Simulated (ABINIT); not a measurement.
# KF (Carobbiite) in ABINIT: the effect of functional

Crystal: KF (Carobbiite).

```
CELL_PARAMETERS angstrom
0.00000 2.67185 2.67185
2.67185 0.00000 2.67185
2.67185 2.67185 0.00000
ATOMIC_POSITIONS crystal
K 0.00000 0.00000 0.00000
F 0.50000 0.50000 0.50000
```

Alike in all runs:

```yaml
Program: ABINIT 10.8.3 (patched build)
Task: single point
Potentials_or_basis: PseudoDojo NC SR PBE v0.4.1 standard
Cutoff: 952 eV
k_mesh: 6 × 6 × 6
Occupations: fixed
Spin: no spin polarisation
```

```csv
functional,gap on the mesh (eV)
PBEsol,6.04
PBE,6.20
HSE06,?
```

What does the run with functional HSE06 give?

gap on the mesh 8.18 eV.

Caveats: Libxc's HSE differs a little from that of other programs (some runs).

